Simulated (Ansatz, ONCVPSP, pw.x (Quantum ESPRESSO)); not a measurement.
Mo (Z = 42): does the ONCV potential hold in the solid?

ONCVPSP 4.0.1.1 (patched build) input, shortened (lines: element, Z, core and valence counts, functional; n l f; lmax; l rc ep ncon nbas qcut; lloc lpopt rc5 dvloc0; l nproj debl; icmod fcfact rcfact), PBEsol, scalar-relativistic:

```
  Mo 42.00    6    4  -116133      upf
    1    0    2.00
    2    0    2.00
    2    1    6.00
    3    0    2.00
    3    1    6.00
    3    2   10.00
    4    0    2.00
    4    1    6.00
    4    2    5.00
    5    0    1.00
    2
    0    1.65    0.00    4    9    9.10
    1    2.00    0.00    3    6    5.60
    2    1.90    0.00    5    9    9.20
    4    5    1.50    0.00
    0    3    0.50
    1    2    1.50
    2    2    1.40
    3    4.25    1.20
```

Atomic tests: cutoffs needed: 25 Ha and 29 Ha (the cutoffs (Ha) at which the residual kinetic energy of the hardest occupied pseudo-wave falls to 1 and 0.1 mHa per electron); ghost test: no bound ghost flagged; GHOST(+) flagged for s at 556.9 eV; largest excitation error: -56 meV (all-electron minus pseudo) for 4s1 4p6 4d5 5s1, out of 4 test configurations.

Crystal test: fcc Mo in pw.x 7.5, no spin, 14³ k-points, Fermi–Dirac smearing 0.01 Ry, cutoffs 70/280 Ry. The reference is all-electron LAPW (Ansatz 0.2.0) with the same functional, mesh and smearing; V0 and B0 come from Birch–Murnaghan fits to the pressures at five volumes. Errors are pseudo minus all-electron; Δ is the rms difference of the E(V) curves that follow from these fits, minima aligned, over ±6 % about the mean V0. Mesh and smearing are coarse, so the numbers serve the comparison and aren't converged zero-temperature values; the lattice is a test structure that the element need not adopt.

All-electron: a0 = 3.963 Å (V0 = 15.56 Å³/atom), B0 = 253.7 GPa.

Question: How far does the potential miss the all-electron equation of state?

Answer: mean pressure error (GPa): +0.22; a0 (Å): 3.964; a0 error (%): +0.03; B0 error (%): +0.3; Δ (meV/atom): 0.8.

```csv
V (Å³/atom),P all-electron (GPa),P pseudo (GPa)
14.770,14.63,14.95
15.158,6.95,7.22
15.547,0.18,0.40
15.936,-5.80,-5.62
16.324,-11.08,-10.94
```

Question: At the middle volume, how do free energy and pressure move when the wave cutoff is lowered (ecutrho kept at four times it)?

Answer:

| cutoff (Ry) | shift of F (meV/atom) | shift of P (GPa) |
| --- | --- | --- |
| 32 | +2340.5 | -87.95 |
| 42 | +364.5 | -20.81 |
| 56 | +15.8 | -1.51 |

The run at the middle volume (104 k-points, 8 iterations) took about 17 s on one core of a shared host (Neoverse-V2, 96 threads, 742 GiB, load 10).
